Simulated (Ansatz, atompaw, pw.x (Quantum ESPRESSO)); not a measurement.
**What a changed setting does to a pw.x run (fcc Ru)**

Potential: PAW, atompaw 4.2.0.5, LDA (PW92); core [Ar] 3d10, reference 4s2 4p6 4d7 5s1 5p0; waves: 4s (bound): rc 1.40 bohr; 5s (bound): rc 1.55 bohr; 4p (bound): rc 1.20 bohr; 5p (bound, empty): rc 2.45 bohr; 4d (bound): rc 2.45 bohr; 4d channel at 0.05 Ry: rc 2.45 bohr; local part: bessel scheme, radius 1.85 bohr; core correction: smooth core density matched at 2.40 bohr; augmentation: sinc compensation charge, radius 1.85 bohr; PAW radius 2.45 bohr; waves and projectors: custom rrkj gramschmidtortho.

The reference run (k-mesh 15³, cutoffs 120/900 Ry, Fermi–Dirac 0.01 Ry, mixing_beta 0.4, conv_thr 1e-9, no spin) gives 4.45 GPa at 13.127 Å³/atom, where all-electron LAPW gives 0.99 GPa. This run, with its own iteration cap, changes k-mesh points per axis to 6.

```
&control
  calculation='scf', prefix='x', pseudo_dir='./', outdir='./tmp', tstress=.true., disk_io='none'
/
&system
  ibrav=0, nat=1, ntyp=1, ecutwfc=120, ecutrho=900, nbnd=16,
  occupations='smearing', smearing='fd', degauss=0.01
/
&electrons
  conv_thr=1e-09, mixing_beta=0.4, electron_maxstep=50
/
ATOMIC_SPECIES
Ru 1.0 Ru.UPF
CELL_PARAMETERS angstrom
  0.00000000 1.87231319 1.87231319
  1.87231319 0.00000000 1.87231319
  1.87231319 1.87231319 0.00000000
ATOMIC_POSITIONS crystal
Ru 0.0000 0.0000 0.0000
K_POINTS automatic
6 6 6 0 0 0
```

```bash
pw.x < Ru.scf.in > Ru.scf.out
```

Problem. How does the run end?

Solution. It converges in 10 iterations; the free energy moves by +84.7 meV/atom and the pressure by +2.33 GPa.

```
Message from routine setup:
     using ibrav=0 with symmetry is DISCOURAGED, use correct ibrav instead
     lattice parameter (alat)  =       5.0037  a.u.
     unit-cell volume          =      88.5854 (a.u.)^3
     number of electrons       =        16.00
     number of Kohn-Sham states=           16
     kinetic-energy cutoff     =     120.0000  Ry
     charge density cutoff     =     900.0000  Ry
     scf convergence threshold =      1.0E-09
     Exchange-correlation= SLA PW NOGX NOGC
     number of k points=    16  Fermi-Dirac smearing, width (Ry)=  0.0100
     iteration #  1     ecut=   120.00 Ry     beta= 0.40
     total energy              =    -422.67532201 Ry
     estimated scf accuracy    <       0.18672129 Ry
     iteration #  2     ecut=   120.00 Ry     beta= 0.40
     total energy              =    -422.70253368 Ry
     estimated scf accuracy    <       0.00247496 Ry
     iteration #  3     ecut=   120.00 Ry     beta= 0.40
     total energy              =    -422.70377822 Ry
     estimated scf accuracy    <       0.00267082 Ry
     iteration #  4     ecut=   120.00 Ry     beta= 0.40
     total energy              =    -422.70542060 Ry
     estimated scf accuracy    <       0.00320433 Ry
     iteration #  5     ecut=   120.00 Ry     beta= 0.40
     total energy              =    -422.70627781 Ry
     estimated scf accuracy    <       0.00027840 Ry
     iteration #  6     ecut=   120.00 Ry     beta= 0.40
     total energy              =    -422.70628654 Ry
     estimated scf accuracy    <       0.00002181 Ry
     iteration #  7     ecut=   120.00 Ry     beta= 0.40
     total energy              =    -422.70628706 Ry
     estimated scf accuracy    <       0.00000051 Ry
     iteration #  8     ecut=   120.00 Ry     beta= 0.40
     total energy              =    -422.70628713 Ry
     estimated scf accuracy    <       0.00000022 Ry
     iteration #  9     ecut=   120.00 Ry     beta= 0.40
     total energy              =    -422.70628713 Ry
     estimated scf accuracy    <          9.4E-09 Ry
     iteration # 10     ecut=   120.00 Ry     beta= 0.40
     the Fermi energy is    23.0171 ev
!    total energy              =    -422.70628713 Ry
     estimated scf accuracy    <          4.0E-10 Ry
     smearing contrib. (-TS)   =      -0.00578806 Ry
     The total energy is F=E-TS. E is the sum of the following terms:
     one-electron contribution =     -25.10331823 Ry
     hartree contribution      =      37.72952146 Ry
     xc contribution           =     -21.16795191 Ry
     ewald contribution        =    -165.86657661 Ry
     one-center paw contrib.   =    -248.29217376 Ry
     convergence has been achieved in  10 iterations
          total   stress  (Ry/bohr**3)                   (kbar)     P=       67.73
     Message from routine punch:
     Nothing written, as per user request (disk_io='none')
```

The run took about 8.2 s on one core of a shared host (AMD EPYC 9R45 96-Core Processor, 96 threads, 376 GiB, load 79).
